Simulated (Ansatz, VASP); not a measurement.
SrO: VASP beside Ansatz

```
Sr O
1.0
     0.00000    2.70129    2.70129
     2.70129    0.00000    2.70129
     2.70129    2.70129    0.00000
Sr O
1 1
Direct
  0.00000 0.00000 0.00000
  0.50000 0.50000 0.50000
```

Change from the starting cell: strain +0.040 along x and y, +0.040 along z, atoms carried along.

Alike in both runs: task single point; functional PBE; k mesh 8 × 8 × 8; occupations gaussian, width 0.05 eV; no spin polarisation.

```csv
,VASP,Ansatz
version,VASP 6.6.1,Ansatz 0.2.0
potentials or method,"VASP PAW PBE potentials, release 64 (Sr_sv, O)","scalar-relativistic, plane waves, PAW"
plane-wave cutoff (eV),520,420
valence electrons in the cell,16,16
```

|  | VASP | Ansatz | Ansatz less VASP |
| --- | --- | --- | --- |
| gap on the k mesh at the Fermi level (eV) | 3.01 | 3.03 | +0.015 |
| least direct gap on the mesh (eV) | 3.01 | 3.03 | +0.015 |
| pressure (GPa) | -7.4 | -7.6 | -0.29 |

A k mesh can miss the band edges.
